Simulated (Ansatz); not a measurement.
Set up this calculation in Ansatz 0.2.0, as the native input.

* Task: relaxation of cell and atoms
* Functional: RPBE
* Dispersion: D3(BJ)
* Potentials or basis: all-electron LAPW, scalar-relativistic
* Basis error allowed: 0.001 eV/atom
* k mesh: 12 × 12 × 12
* Occupations: fermi-dirac, width 0.05 eV
* Spin: no spin polarisation

The system is Pd.

```
Pd
1.0
     0.00000    1.94650    1.94650
     1.94650    0.00000    1.94650
     1.94650    1.94650    0.00000
Pd
1
Direct
  0.00000 0.00000 0.00000
```

One way to write it, as run:

input.yaml

```yaml
crystal:
  lattice:
    - [0.0, 1.9465, 1.9465]
    - [1.9465, 0.0, 1.9465]
    - [1.9465, 1.9465, 0.0]
  atoms:
    - { symbol: Pd, position: [0.0, 0.0, 0.0] }
kpoints:
  mp_grid: { grid: [12, 12, 12] }
scf:
  occupations: { method: fermi_dirac, width: 0.05 }
hamiltonian:
  xc: rpbe
  dispersion: d3bj
  pseudopotentials: { kind: all_electron, lapw: { basis_error: 0.001 } }
output:
  forces: true
  stress: true
relax:
  f_tol: 0.02
  max_steps: 60
  cell: {}
```

Potentials or basis: all-electron LAPW, scalar-relativistic.

Run with:

```bash
$ ansatz run input.yaml --threads 1 --pin off --max-ram 3072MiB --backend cpu --events-out ev --progress --plain --runs-dir out
```

It gave:

* Relaxed volume: 12.92 Å³/atom
* Relaxed cell: a = 2.634 Å, b = 2.634 Å, c = 2.634 Å, α = 60.00°, β = 60.00°, γ = 60.00°
* Space group after relaxing (to 0.05 Å): Fm-3m (No. 225)
* Energy gained by relaxing: 196.4 meV/atom
* Ionic steps: 6
* Pressure after relaxing: 0.0 GPa

Caveat: the volume moved by -12 % from the deposited cell, more than functionals usually miss.

It took 24 s on 1 thread of Arm Neoverse V2 (shared host), peak memory 0.28 GiB.
